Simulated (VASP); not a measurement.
# BaTiO3 (Pm-3m) in VASP: further runs, part 2 of 2

VASP 6.6.1.

## (3) Relaxation of cell and atoms, PBEsol

This run uses another cell than the first one, of 12.64 Å³/atom, 0.983 times its volume.

INCAR

```
SYSTEM = BaTiO3
PREC     = Accurate       ! precision mode
ENCUT    = 600            ! plane-wave cutoff, eV
EDIFF    = 1E-7           ! SCF threshold, eV
ISMEAR   = 0              ! smearing method
SIGMA    = 0.03           ! smearing width, eV
LREAL    = .FALSE.        ! projectors in reciprocal space
LASPH    = .TRUE.         ! aspherical terms in the spheres
NELM     = 80             ! most SCF steps
ALGO     = Normal         ! electronic algorithm
ISIF     = 3              ! what is computed and relaxed
LWAVE    = .FALSE.        ! write WAVECAR
LCHARG   = .FALSE.        ! write CHGCAR
GGA      = PS             ! functional
IBRION   = 2              ! ionic algorithm
NSW      = 90             ! ionic steps
EDIFFG   = -0.005         ! ionic threshold
KPAR     = 2
```

KPOINTS

```
regular mesh
0
G
  8 8 8
  0 0 0
```

POSCAR

```
BaTiO3                                  
1.0
    3.9830828736      0.0000000000     -0.0000000000
    0.0000000000      3.9830828736     -0.0000000000
   -0.0000000000      0.0000000000      3.9830828736
  Ba              Ti              O             
     1     1     3
Direct
     0.5000000000000000    0.5000000000000000    0.5000000000000000
     0.0000000000000000    0.0000000000000000    0.0000000000000000
     0.5000000000000000    0.0000000000000000    0.0000000000000000
     0.0000000000000000    0.5000000000000000    0.0000000000000000
     0.0000000000000000    0.0000000000000000    0.5000000000000000
```

Potentials or basis: VASP PAW PBE potentials, release 64 (Ba_sv, Ti_sv, O).

Launch:

```console
$ cat potpaw_PBE.64/Ba_sv/POTCAR potpaw_PBE.64/Ti_sv/POTCAR potpaw_PBE.64/O/POTCAR > POTCAR
$ mpirun -np 2 vasp_std > vasp.out
```

OUTCAR:

```text
SYSTEM = BaTiO3
   PREC = Accurate
   ENCUT = 600
   EDIFF = 1E-7
   ISMEAR = 0
   LREAL = .FALSE.
   LASPH = .TRUE.
   NELM = 80
   ISIF = 3
   GGA = PS
   IBRION = 2
   NSW = 90
   EDIFFG = -0.005

 ion  position               nearest neighbor table
   1  0.500  0.500  0.500-   3 2.82   4 2.82   5 2.82   3 2.82   4 2.82   3 2.82   5 2.82   3 2.82
                             4 2.82   5 2.82   4 2.82   5 2.82   2 3.45   2 3.45   2 3.45   2 3.45
   2  0.000  0.000  0.000-   3 1.99   4 1.99   5 1.99   5 1.99   4 1.99   3 1.99   1 3.45   1 3.45
                             1 3.45   1 3.45   1 3.45   1 3.45   1 3.45   1 3.45
   3  0.500  0.000  0.000-   2 1.99   2 1.99   1 2.82   1 2.82   1 2.82   1 2.82
   4  0.000  0.500  0.000-   2 1.99   2 1.99   1 2.82   1 2.82   1 2.82   1 2.82
   5  0.000  0.000  0.500-   2 1.99   2 1.99   1 2.82   1 2.82   1 2.82   1 2.82

  LATTYP: Found a simple cubic cell.
 ALAT       =     3.9830828736

  Lattice vectors:

 A1 = (   3.9830828736,   0.0000000000,   0.0000000000)
 A2 = (   0.0000000000,   3.9830828736,   0.0000000000)
 A3 = (   0.0000000000,   0.0000000000,   3.9830828736)

Analysis of symmetry for initial positions (statically):
=====================================================================
 Subroutine PRICEL returns:
 Original cell was already a primitive cell.

 Routine SETGRP: Setting up the symmetry group for a
 simple cubic supercell.

 Subroutine GETGRP returns: Found 48 space group operations
 (whereof 48 operations were pure point group operations)
 out of a pool of 48 trial point group operations.

The static configuration has the point symmetry O_h .

Analysis of symmetry for dynamics (positions and initial velocities):
=====================================================================
 Subroutine PRICEL returns:
 Original cell was already a primitive cell.

 Routine SETGRP: Setting up the symmetry group for a
 simple cubic supercell.

 Subroutine GETGRP returns: Found 48 space group operations
 (whereof 48 operations were pure point group operations)
 out of a pool of 48 trial point group operations.

The dynamic configuration has the point symmetry O_h .

 Subroutine INISYM returns: Found 48 space group operations
 (whereof 48 operations are pure point group operations),
 and found     1 'primitive' translations

----------------------------------------------------------------------------------------

                                     Primitive cell

  volume of cell :      63.1914

  direct lattice vectors                    reciprocal lattice vectors
     3.983082874  0.000000000  0.000000000     0.251061811  0.000000000  0.000000000
     0.000000000  3.983082874  0.000000000     0.000000000  0.251061811  0.000000000
     0.000000000  0.000000000  3.983082874     0.000000000  0.000000000  0.251061811

  length of vectors
     3.983082874  3.983082874  3.983082874     0.251061811  0.251061811  0.251061811

  position of ions in fractional coordinates (direct lattice)
     0.500000000  0.500000000  0.500000000
     0.000000000  0.000000000  0.000000000
     0.500000000  0.000000000  0.000000000
     0.000000000  0.500000000  0.000000000
     0.000000000  0.000000000  0.500000000

  ion indices of the primitive-cell ions
[... 37 lines left out ...]
  0.250000  0.000000  0.000000      6.000000
  0.375000  0.000000  0.000000      6.000000
  0.500000  0.000000  0.000000      3.000000
  0.125000  0.125000  0.000000     12.000000
[... 16 lines left out ...]
  0.375000  0.375000  0.125000     24.000000
  0.500000  0.375000  0.125000     24.000000
 [... further k-points ...]
   k-points           NKPTS =     35   k-points in BZ     NKDIM =     35   number of bands    NBANDS=     24
   number of dos      NEDOS =    301   number of ions     NIONS =      5
   total plane-waves  NPLWV =  32768
   dimension x,y,z NGX =    32 NGY =   32 NGZ =   32
   dimension x,y,z NGXF=    64 NGYF=   64 NGZF=   64
   ions per type =               1   1   3
   NGX,Y,Z   is equivalent  to a cutoff of  13.36, 13.36, 13.36 a.u.
   NGXF,Y,Z  is equivalent  to a cutoff of  26.71, 26.71, 26.71 a.u.
 SYSTEM =  BaTiO3
   PREC   = accura    normal or accurate (medium, high low for compatibility)
   ISTART =      0    job   : 0-new  1-cont  2-samecut
   ICHARG =      2    charge: 1-file 2-atom 10-const
   ISPIN  =      1    spin polarized calculation?
   LNONCOLLINEAR =      F non collinear calculations
   LSORBIT =      F    spin-orbit coupling
   LASPH  =      T    aspherical Exc in radial PAW
   ENCUT  =  600.0 eV  44.10 Ry    6.64 a.u.   7.96  7.96  7.96*2*pi/ulx,y,z
   NELM   =     80;   NELMIN=  2; NELMDL= -5     # of ELM steps
   EDIFF  = 0.1E-06   stopping-criterion for ELM
   LREAL  =      F    real-space projection
   EDIFFG = -.5E-02   stopping-criterion for IOM
   NSW    =     90    number of steps for IOM
   IBRION =      2    ionic relax: 0-MD 1-quasi-New 2-CG
   NFREE  =      1    steps in history (QN), initial steepest desc. (CG)
   ISIF   =      3    stress and relaxation
   ISYM   =      2    0-nonsym 1-usesym 2-fastsym
   POTIM  = 0.5000    time-step for ionic-motion
   TEBEG  =    0.0;   TEEND  =   0.0 temperature during run
   PSTRESS=    0.0 pullay stress
   NELECT =      40.0000    total number of electrons
   NUPDOWN=      -1.0000    fix difference up-down
   EMIN   =  10.00;   EMAX   =-10.00  energy-range for DOS
   EFERMI =   0.00;   METHOD = LEGACY
   ISMEAR =     0;   SIGMA  =   0.03  broadening in eV -4-tet -1-fermi 0-gaus
   EFERMI_NEDOS =   21; number of points for ismear=-14 and -15
   IALGO  =     38    algorithm
   IMIX   =      4    mixing-type and parameters
     AMIX     =   0.40;   BMIX     =  1.00
     AMIX_MAG =   1.60;   BMIX_MAG =  1.00
  volume/ion in A,a.u.               =      12.64        85.29
  Fermi-wavevector in a.u.,A,eV,Ry     =   1.405644  2.656283 26.882886  1.975836
  Thomas-Fermi vector in A             =   2.528085
   LORBIT       =      0    0 simple, 1 ext, 2 COOP (PROOUT), +10 PAW based schemes
   GGA     = PS    functional components
   LHFCALC =     F    Hartree Fock is set to
   AEXX    =    0.0000 exact exchange contribution
   IVDW    =     0    specifies the selected vdW correction
   LEPSILON=     F    determine dielectric tensor
   LRPA    =     F    only Hartree local field effects (RPA)
 conjugate gradient relaxation of ions
 non-spin polarized calculation
 Gauss-broadening in eV      SIGMA  =   0.03
  energy-cutoff  :      600.00
  volume of cell :       63.19
 maximum number of plane-waves:      2176
 NGX is ok and might be reduce to    32
   NGX = 15   NGY = 15   NGZ = 15

 number of electron      39.9999986 magnetization

 Free energy of the ion-electron system (eV)
  ---------------------------------------------------
  ext. energy  EPLUGINS =         0.00000000
  ---------------------------------------------------
  free energy    TOTEN  =       -41.98730920 eV

  energy without entropy =      -41.98730920  energy(sigma->0) =      -41.98730920

 E-fermi :   4.1219     XC(G=0): -11.5946

 val. band max:        3.8025988469   @ k =   0.5000   0.5000   0.5000
 cond. band min:       5.5298054543   @ k =   0.0000   0.0000   0.0000
 fundamental gap:      1.7272066074
 Fermi energy:         4.1219275088

 k-point     1 :       0.0000    0.0000    0.0000
  band No.  band energies     occupation
      1     -52.5058      2.00000
      2     -28.8384      2.00000
      3     -28.8384      2.00000
      4     -28.8384      2.00000
      5     -20.9228      2.00000
      6     -13.0460      2.00000
[... 637 lines left out ...]
     23       7.7154      0.00000
     24       9.1600      0.00000

 [... further k-points ...]

------------------------ aborting loop because EDIFF is reached ----------------------------------------

  FORCE on cell =-STRESS in cart. coord.  units (eV):
  Direction    XX          YY          ZZ          XY          YZ          ZX
  --------------------------------------------------------------------------------------
  -------------------------------------------------------------------------------------
  Total        0.0119376      0.0119376      0.0119376     -0.0000000      0.0000000     -0.0000000
  in kB        0.3026693      0.3026693      0.3026693     -0.0000000      0.0000000     -0.0000000
  external PRESSURE =       0.3026693 kB  Pullay stress =       0.0000000 kB

 VOLUME and BASIS-vectors are now :
 -----------------------------------------------------------------------------
  energy-cutoff  :      600.00
  volume of cell :       63.19
      direct lattice vectors                 reciprocal lattice vectors
     3.983082874  0.000000000  0.000000000     0.251061811  0.000000000  0.000000000
     0.000000000  3.983082874  0.000000000     0.000000000  0.251061811  0.000000000
     0.000000000  0.000000000  3.983082874     0.000000000  0.000000000  0.251061811

 POSITION                                       TOTAL-FORCE (eV/Angst)
 -----------------------------------------------------------------------------------
      1.99154      1.99154      1.99154         0.000000      0.000000      0.000000
      0.00000      0.00000      0.00000         0.000000      0.000000      0.000000
      1.99154      0.00000      0.00000         0.000000      0.000000      0.000000
      0.00000      1.99154      0.00000         0.000000      0.000000      0.000000
      0.00000      0.00000      1.99154         0.000000      0.000000      0.000000
 -----------------------------------------------------------------------------------
    total drift:                                0.000000      0.000000     -0.000000

  FREE ENERGIE OF THE ION-ELECTRON SYSTEM (eV)
  ---------------------------------------------------
  free  energy   TOTEN  =       -41.9873091998 eV

  energy  without entropy=      -41.9873091998  energy(sigma->0) =      -41.98730920

 reached required accuracy - stopping structural energy minimisation
```

Wall time 14 s (2 MPI ranks of Intel Xeon 6975P-C (Granite Rapids), shared host); peak memory 0.21 GiB.

Results:

```yaml
Free_energy: -41.9873 eV
Pressure_after_relaxing: 0.0 GPa
Band_gap_on_the_k_mesh: 1.73 eV, indirect (least direct gap 1.86 eV)
```

Final structure:
```
Ba Ti O
1.0
     3.98308    0.00000    0.00000
     0.00000    3.98308    0.00000
     0.00000    0.00000    3.98308
Ba Ti O
1 1 3
Direct
  0.50000 0.50000 0.50000
  0.00000 0.00000 0.00000
  0.50000 0.00000 0.00000
  0.00000 0.50000 0.00000
  0.00000 0.00000 0.50000
```

Caveat: the relaxation stopped at its first step, so nothing moved; the PAW data sets were made with another functional, which shifts forces and pressure a little; spin-orbit coupling is left out, which moves the levels of the heavy elements.
